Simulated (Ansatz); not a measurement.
# ZnS (F-43m) in Ansatz: convergence with scf exx energy threshold

Aim: find how far scf exx energy threshold must go before the results for ZnS settle, at HSE06. This setting moves, with any that are tied to it; all else stays.

Program: Ansatz 0.2.0. These are calculated values, not measurements. Logs are shortened: lines on timing, memory, paths and dates and some standing lists are left out, and cuts for length are marked.

### Step 1. The structure

Symmetry: F-43m, No. 216, cubic system. The conventional cell has a = 5.404 Å, b = 5.404 Å, c = 5.404 Å, α = 90.00°, β = 90.00°, γ = 90.00°. Zn (site symmetry -43m) is surrounded by 4 S at 2.34 Å. Around S (site symmetry -43m) lie 4 Zn at 2.34 Å.

### Step 2. With scf exx energy threshold 0.01

input.yaml

```yaml
crystal:
  lattice:
    - [0.0, 2.702, 2.702]
    - [2.702, 0.0, 2.702]
    - [2.702, 2.702, 0.0]
  atoms:
    - { symbol: Zn, position: [0.75, 0.75, 0.75] }
    - { symbol: S, position: [0.0, 0.0, 0.0] }
hamiltonian:
  xc: hse06
  pseudopotentials: { kind: paw }
kpoints:
  mp_grid: { grid: [5, 5, 5] }
scf:
  occupations: { method: gaussian, width: 0.05 }
  exx: { energy_threshold: 0.01 }
output:
  forces: true
  stress: true
  eigenvalues: true
```

Potentials or basis: Ansatz PAW.

Launch:

```console
ansatz run input.yaml --threads 2 --pin off --max-ram 5632MiB --backend cpu --events-out ev --progress --plain --runs-dir out
```

Wall time 25 s (2 threads of Intel Xeon at 2.50GHz (Skylake/Cascade Lake), shared host); peak memory 0.77 GiB.

Results:

```yaml
Free_energy: -4223.3948 eV
Pressure: 1.0 GPa
Band_gap_on_the_k_mesh: 3.34 eV, direct
```

### Step 3. With scf exx energy threshold 0.001

Changes to input.yaml since step 2:

```diff
@@ -15,3 +15,3 @@
   occupations: { method: gaussian, width: 0.05 }
-  exx: { energy_threshold: 0.01 }
+  exx: { energy_threshold: 0.001 }
 output:
```

Potentials or basis: Ansatz PAW.

Launch:

```console
ansatz run input.yaml --threads 2 --pin off --max-ram 5632MiB --backend cpu --events-out ev --progress --plain --runs-dir out
```

It took 25 s on 2 threads of Intel Xeon at 2.50GHz (Skylake/Cascade Lake), shared host; peak memory 0.77 GiB.

What came out:

| Property | Result |
| --- | --- |
| Free energy | -4223.3948 eV |
| Pressure | 1.0 GPa |
| Band gap on the k mesh | 3.34 eV, direct |

### Step 4. With scf exx energy threshold 0.0001

Changes to input.yaml since step 3:

```diff
@@ -15,3 +15,3 @@
   occupations: { method: gaussian, width: 0.05 }
-  exx: { energy_threshold: 0.001 }
+  exx: { energy_threshold: 0.0001 }
 output:
```

Launch:

```console
ansatz run input.yaml --threads 2 --pin off --max-ram 5632MiB --backend cpu --events-out ev --progress --plain --runs-dir out
```

Wall time 25 s (2 threads of Intel Xeon at 2.50GHz (Skylake/Cascade Lake), shared host); peak memory 0.78 GiB.

Results:

```
Free energy            : -4223.3948 eV
Pressure               : 1.0 GPa
Band gap on the k mesh : 3.34 eV, direct
```

### Step 5. With scf exx energy threshold 1e-05

Changes to input.yaml since step 4:

```diff
@@ -15,3 +15,3 @@
   occupations: { method: gaussian, width: 0.05 }
-  exx: { energy_threshold: 0.0001 }
+  exx: { energy_threshold: 1.0e-05 }
 output:
```

Launch:

```console
ansatz run input.yaml --threads 2 --pin off --max-ram 5632MiB --backend cpu --events-out ev --progress --plain --runs-dir out
```

It took 27 s on 2 threads of Intel Xeon at 2.50GHz (Skylake/Cascade Lake), shared host; peak memory 0.77 GiB.

It converged, with:

```
Free energy            : -4223.3948 eV
Pressure               : 1.0 GPa
Band gap on the k mesh : 3.34 eV, direct
```

### Step 6. With scf exx energy threshold 1e-06

Changes to input.yaml since step 5:

```diff
@@ -15,3 +15,3 @@
   occupations: { method: gaussian, width: 0.05 }
-  exx: { energy_threshold: 1.0e-05 }
+  exx: { energy_threshold: 1.0e-06 }
 output:
```

Potentials or basis: Ansatz PAW.

Launch:

```console
ansatz run input.yaml --threads 2 --pin off --max-ram 5632MiB --backend cpu --events-out ev --progress --plain --runs-dir out
```

Run time: 44 s. Hardware: 2 threads of Intel Xeon at 2.50GHz (Skylake/Cascade Lake), shared host; peak memory 0.77 GiB.

It converged, with:

```
Free energy            : -4223.3948 eV
Pressure               : 1.0 GPa
Band gap on the k mesh : 3.34 eV, direct
```

### Step 7. With scf exx energy threshold 1e-07

Changes to input.yaml since step 6:

```diff
@@ -15,3 +15,3 @@
   occupations: { method: gaussian, width: 0.05 }
-  exx: { energy_threshold: 1.0e-06 }
+  exx: { energy_threshold: 1.0e-07 }
 output:
```

Potentials or basis: Ansatz PAW.

Launch:

```console
ansatz run input.yaml --threads 2 --pin off --max-ram 5632MiB --backend cpu --events-out ev --progress --plain --runs-dir out
```

Log:

```text
Warning: output.stress: scf.convergence.dr2_threshold = 1e-7 eV (the SCF's general default) is looser than the 2e-10 eV advised for a printed stress (1e-10 eV for each atom of the cell: 2). What an SCF threshold leaves in a stress goes as its square root, and in the free energy as the threshold itself, and one threshold admits the most on a small cell: of the crystals measured, under no hybrid functional and no lock of the moments, on runs that ended without the residual-converged pass, on stresses that held no estimate of that error, the worst erred by over 100 MPa in a component at 1e-7 eV an atom and by under 5 at 1e-10. Set scf.convergence.dr2_threshold to 2e-10 eV or tighter. The threshold is an SCF's pass mark: one that does not reach it within its budget of iterations ends unconverged, or closes short of it on a stop that the run arms, and scf.convergence.dr2_threshold's page says what that costs each kind of run
Warning: output.stress: scf.exx.energy_threshold = 1e-7 eV is looser than the 2e-8 eV advised for a stress under a hybrid functional (1e-8 eV for each atom of the cell: 2). Every SCF of the exchange loop can meet its threshold on dr2 while the loop round them stops early: no threshold on dr2 bounds what that leaves in the stress. Set scf.exx.energy_threshold to 2e-8 eV or tighter. The threshold is the loop's pass mark: a loop that does not reach it within its budget of cycles ends unconverged, and scf.exx.energy_threshold's page has the law
Warning: RAYON_NUM_THREADS=2 ignored (pool sized by the plan → 2); use --threads N
Engine: ansatz 0.2.0, x86_64-unknown-linux-gnu
Pseudopotentials: kind: paw
Pseudopotential: Zn, paw, valence charge 12, recommended cutoff 420 eV (normal), Zn.paw.azcp
Pseudopotential: S, paw, valence charge 6, recommended cutoff 420 eV (normal), S.paw.azcp
Functional definition: HSE06
  parameter a = 0.25
  parameter omega = 0.11/bohr
  exchange = pbe_x - a*pbe_x_sr(omega) + a*exact_x_sr(omega)
  correlation = pbe_c
Crystal: 2 atoms, lattice volume = 39.454 Å³
Basis set: ecut = 420 eV, 749 PW (Γ), exchange–correlation on 54×54×54 points (8 copies of the dense FFT grid, shifted against one another)
Bands: 13, of which v1, the nominal top of the filled ones, is band 9 counted from 1 (8 counted from 0)
Symmetry: 24 space group operations
Space group: F-43m (ITA 216), of the structure as read, at distance tolerance 3.4e-5 Å
k-points: 10 of 125 (time reversal used)
Non-local potential: Zn, projectors of the file, l = 0: 2, l = 1: 2, l = 2: 3, l = 3: 1
Non-local potential: S, projectors of the file, l = 0: 2, l = 1: 2, l = 2: 2
PAW form: soft (Blöchl's): semilocal exchange-correlation on the pseudo side does not see the compensation charge
PAW frozen core: Zn, regenerated for the run's functional, and the local potential with it (the file was generated under x = pbe(κ = 0.804, μ = 0.2195149727645171), c = pbe(β = 0.06672455060314922))
PAW frozen core: S, regenerated for the run's functional, and the local potential with it (the file was generated under x = pbe(κ = 0.804, μ = 0.2195149727645171), c = pbe(β = 0.06672455060314922))
PAW one-centre angular grid: Zn, 590 points (default); XC on 64 Gauss nodes
PAW one-centre angular grid: S, 110 points (default); XC on 64 Gauss nodes
Initial density: superposition of atomic densities (neutral atoms: chi_scale 0, normalization atom), corrected by the library's trained network
Initial wavefunctions: pseudopotential atomic-orbital guess
Functional: x = pbe(κ = 0.804, μ = 0.2195149727645171), c = pbe(β = 0.06672455060314922), warm-up for x = pbe(κ = 0.804, μ = 0.2195149727645171) + 0.25 (exact − pbe) at short range (hse, ω = 0.20786987370883472 Å⁻¹), c = pbe(β = 0.06672455060314922); HSE06 as pw.x's `hse` composes it (authors' and Libxc's form: `xc: wpbeh`)
SCF iter   1: F=—  HF=-4222.719303 eV  |F-HF|=—  |Δ(HF+E_count)|=         —  Δρ=1.66e-3  dr2=9.64e-4  ethr=1.77e-3  ⟨swp⟩=9.0  Hψ=667  notcnv=0
preconditioner: auto → none  [insulator: Δε(μ)=2.108 eV  Ē_g=12.264 eV  σ=0.050 eV  W_gap=1.00  n_scr=14 (ndim 8)  ℏωp=25.1 eV  f_vac=0.026  D(μ)=0.00/eV (n_scr^D=0)]
SCF iter   2: F=—  HF=-4222.719097 eV  |F-HF|=—  |Δ(HF+E_count)|=   2.06e-4  Δρ=1.39e-3  dr2=4.86e-4  ethr=5.35e-6  ⟨swp⟩=4.3  Hψ=443  notcnv=0  defer=2
iter 3 solved again at ethr=2.41e-8 eV; its pass at ethr=2.70e-6 eV (dr2=4.33e-6 eV) is discarded
SCF iter   3: F=-4222.718927 eV  HF=-4222.718893 eV  |F-HF|=3.41e-5  |Δ(HF+E_count)|=   2.04e-4  Δρ=1.78e-4  dr2=5.10e-6  ethr=2.41e-8  ⟨swp⟩=3.2  Hψ=577  notcnv=0
SCF 1 stopped early in 3 iterations: F = -4222.718927 eV  dr2 = 5.10e-6
Initial density: handed on by an earlier stage of this run
[... 17 lines left out ...]
Frozen-core exchange: fock
SCF iter   1: F=—  HF=-4223.394840 eV  |F-HF|=—  |Δ(HF+E_count)|=         —  Δρ=1.08e-4  dr2=3.28e-6  ethr=1.03e-6  ⟨swp⟩=3.2  Hψ=285  notcnv=0
preconditioner: auto → none  [insulator: Δε(μ)=3.340 eV  Ē_g=14.577 eV  σ=0.050 eV  W_gap=1.00  n_scr=14 (ndim 8)  ℏωp=25.1 eV  f_vac=0.028  D(μ)=0.00/eV (n_scr^D=0)]
SCF iter   2: F=—  HF=-4223.394839 eV  |F-HF|=—  |Δ(HF+E_count)|=   4.30e-7  Δρ=1.46e-5  dr2=1.89e-7  ethr=1.48e-8  ⟨swp⟩=3.4  Hψ=316  notcnv=0
SCF iter   3: F=—  HF=-4223.394840 eV  |F-HF|=—  |Δ(HF+E_count)|=   1.00e-6  Δρ=2.07e-5  dr2=9.07e-8  ethr=1.91e-10  ⟨swp⟩=4.4  Hψ=444  notcnv=0
SCF iter   4: F=—  HF=-4223.394840 eV  |F-HF|=—  |Δ(HF+E_count)|=   4.12e-8  Δρ=1.56e-6  dr2=3.60e-9  ethr=1.91e-10  ⟨swp⟩=4.0  Hψ=349  notcnv=0
SCF iter   5: F=—  HF=-4223.394840 eV  |F-HF|=—  |Δ(HF+E_count)|=   1.98e-8  Δρ=2.99e-6  dr2=2.11e-9  ethr=3.32e-12  ⟨swp⟩=4.7  Hψ=426  notcnv=0
SCF iter   6: F=-4223.394840 eV  HF=-4223.394840 eV  |F-HF|=0.00e0  |Δ(HF+E_count)|=  7.82e-10  Δρ=3.92e-8  dr2=9.11e-11  ethr=3.32e-12  ⟨swp⟩=4.0  Hψ=337  notcnv=0
SCF 3 converged in 6 iterations: F = -4223.394840 eV  dr2 = 9.11e-11
  Residual-converged pass: ⟨swp⟩=2.1  Hψ=200  notcnv=0  max |occ|·‖R‖ = 7.6e-7 eV (tolerance 7.7e-7 eV)  dr2=9.11e-11  dr2_onsite=3.42e-13  max |Δocc| = 0.0e0
hybrid outer 2: dexx = +1.010e-6 eV, tail = 1.22e-8 eV, Δε = 3.19e-3 eV (about 6.99e-5 eV left of the loop's levels)
Exchange kernel: α = 0.2500, screened, ω = 0.2079 Å⁻¹, Wigner–Seitz truncation, v(0) = 1042.3398 eV·Å³, q-mesh 5×5×5, nearest image of the exchange supercell L = 19.11 Å, pair-density grid 15×15×15, without the augmentation charges, whose exchange is taken in its separable form by FFT convolution over the k-point mesh (sized by the pseudopotential files, 24×24×24 at the most), smooth part of the exact exchange by density-matrix convolution
Frozen-core exchange: fock
SCF iter   1: F=—  HF=-4223.394840 eV  |F-HF|=—  |Δ(HF+E_count)|=         —  Δρ=2.54e-6  dr2=1.52e-9  ethr=3.40e-10  ⟨swp⟩=4.4  Hψ=311  notcnv=0
preconditioner: auto → none  [insulator: Δε(μ)=3.340 eV  Ē_g=14.578 eV  σ=0.050 eV  W_gap=1.00  n_scr=14 (ndim 8)  ℏωp=25.1 eV  f_vac=0.028  D(μ)=0.00/eV (n_scr^D=0)]
SCF iter   2: F=-4223.394840 eV  HF=-4223.394840 eV  |F-HF|=7.28e-12  |Δ(HF+E_count)|=  5.67e-10  Δρ=5.28e-7  dr2=8.77e-11  ethr=6.76e-12  ⟨swp⟩=4.0  Hψ=334  notcnv=0
SCF 4 converged in 2 iterations: F = -4223.394840 eV  dr2 = 8.77e-11
  Residual-converged pass: ⟨swp⟩=2.8  Hψ=233  notcnv=0  max |occ|·‖R‖ = 6.7e-7 eV (tolerance 7.7e-7 eV)  dr2=8.78e-11  dr2_onsite=5.50e-11  max |Δocc| = 0.0e0
hybrid outer 3: dexx = +1.393e-10 eV, tail = 2.87e-10 eV, Δε = 8.94e-5 eV (about 2.47e-5 eV left of the loop's levels), ΔF = 5.55e-17 eV/Å (tail 9.96e-5)
hybrid SCF converged: 3 outer / 16 inner (+3 warm-up), last move |dexx| = 1.39e-10 eV, tail = 2.87e-10 eV
Stability not checked: this state was not tested for a lower state beside it, because the functional holds exact exchange (a hybrid, or Hartree-Fock), whose exchange loop this test does not read (fock_operator; see scf.lower_state_search)
Free energy (F): -4223.394840 eV
Frozen-core exchange: fock
Harris-Foulkes:  -4223.394840 eV  (|F-HF|=7.28e-12)
Internal energy: -4223.394840 eV  (E = F + TS)
E sigma→0 (E₀):  -4223.394840 eV
Fermi energy:    6.725079 eV
--- Per-component energies (eV) ---
  E_band       = -27.053907
  E_kinetic    = 237.861242
  E_local      = -2051.134171  (includes V_loc(G=0)·N_el)
  E_nonlocal   = 647.311174
  E_hartree    = 862.632516
  E_xc         = -186.673330
  E_vxc        = -111.776611  (∫ρ·V_xc dr)
  E_exx        = -53.222489  (= α·E_x^exact, valence–valence)
  E_paw        = -2427.337442  (= ΣΔE_a)
  E_vpaw       = -368.134887  (= ΣTr[D̂ρ^β])
  E_aug_tail   = -0.000365  (compensation charges beyond the density's cutoff)
  E_ewald      = -1253.379294
  E_core_change = 0.547318  (= ΣΔE_core)
  E_smearing   = -0.000000  (= −TS)
  E_closure    = 0.000000  (closes the sum)
  Σ components = -4223.394840   (vs F -4223.394840, Δ=-9.09e-13)
--- Forces (eV/Å), atoms counted from 1 ---
  atom   1  Zn     0.00000000    -0.00000000    -0.00000000
  atom   2  S     -0.00000000     0.00000000     0.00000000
  max |Σ_I F_I| component: 9.25e-17 eV/Å
--- Stress (GPa, compression-positive) ---
        0.973230       0.000000      -0.000000
        0.000000       0.973230       0.000000
       -0.000000       0.000000       0.973230
  P = ⅓ Tr σ = 0.9732 GPa (9.732 kbar)
--- Band table (eV; the first three rows and the last of 10) ---
  k-point 0: bands = ["-9.2534", "-2.8489", "-2.8489", "-2.8489", "-2.4089", "-2.4089", "5.0545", "5.0545", "5.0545", "8.3948", "12.7419", "12.7419", "12.7419"]
  k-point 1: bands = ["-8.9478", "-2.8048", "-2.8048", "-2.7842", "-2.4103", "-2.4103", "2.7775", "4.7054", "4.7054", "9.6902", "12.8688", "13.2806", "13.2806"]
  k-point 2: bands = ["-8.3762", "-2.7493", "-2.7493", "-2.3915", "-2.3915", "-2.3834", "0.0331", "4.2199", "4.2199", "9.6734", "13.3032", "13.3032", "14.8852"]
  k-point 9: bands = ["-8.0264", "-2.6872", "-2.6440", "-2.4875", "-2.3934", "-2.0911", "0.3378", "2.0535", "2.9003", "11.6476", "12.1723", "13.4978", "16.3159"]
```

Wall time 39 s (2 threads of Intel Xeon at 2.50GHz (Skylake/Cascade Lake), shared host); peak memory 0.77 GiB.

What came out:

```yaml
Free_energy: -4223.3948 eV
Pressure: 1.0 GPa
Band_gap_on_the_k_mesh: 3.34 eV, direct
```

### Step 8. The series at a glance

```
scf exx energy threshold  energy less the tightest run, at zero smearing (meV/atom)  SCF cycles  CPU time (s)  peak memory (GiB)
                    0.01                                                       0.00          12            44               0.77
                   0.001                                                       0.00          12            44               0.77
                  0.0001                                                       0.00          12            45               0.78
                   1e-05                                                       0.00          15            48               0.77
                   1e-06                                                       0.00          15            53               0.77
                   1e-07                                                       0.00          19            55               0.77
```

Against the tightest run, the energy stays within 1 meV/atom from 0.01 on. The tightest run that finished is the yardstick and may itself not be fully converged.

Caveats: odd divisions of the mesh miss points on the zone boundary, where band edges often lie, so the gap on the mesh can be too wide; the PAW data sets come from PBE, with cores solved anew for the run's functional, which leaves a small shift of forces and pressure; the thresholds are loose for stress.
